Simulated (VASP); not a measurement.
Write the native input for VASP 6.6.1 that does the following.

```
Task                   : electric field gradients
Functional             : PBE
Potentials or basis    : VASP PAW PBE potentials, release 64 (Na_pv, S)
Cutoff                 : 520 eV
k mesh                 : 8 × 8 × 8
Occupations            : fermi-dirac, width 0.02 eV
Spin                   : no spin polarisation
Dipole correction      : no
Further INCAR settings : ALGO = Normal; EDIFF = 1e-08; NBANDS = 17
```

The structure of Na2S lies in POSCAR:

```
Na2S
1.0
    0.0000000000      3.2630000000      3.2630000000
    3.2630000000      0.0000000000      3.2630000000
    3.2630000000      3.2630000000      0.0000000000
Na S
2 1
Direct
    0.2500000000      0.2500000000      0.2500000000
    0.7500000000      0.7500000000      0.7500000000
    0.0000000000      0.0000000000      0.0000000000
```

These files were run (other wordings do the same):

INCAR

```
  PREC = Accurate
  ENCUT = 520
  EDIFF = 1E-8
  ISMEAR = -1
  SIGMA = 0.02
  LREAL = F
  LASPH = T
  NELM = 100
  ALGO = Normal
  ISIF = 2
  LWAVE = F
  LCHARG = F
  GGA = PE
  LEFG = T
  NBANDS = 17
```

KPOINTS

```
regular mesh
0
Gamma
  8 8 8
```

Potentials or basis: VASP PAW PBE potentials, release 64 (Na_pv, S).

Launch:

```bash
$ cat potpaw_PBE.64/Na_pv/POTCAR potpaw_PBE.64/S/POTCAR > POTCAR
$ mpirun -np 1 vasp_std > vasp.out
```

It gave:

The pressure is 0.6 GPa and the band gap on the k mesh is 2.51 eV, direct.

Run time: 24 s on 1 thread of Intel(R) Xeon(R) Platinum 8488C (Sapphire Rapids), on a shared host, peak memory 0.2 GiB.
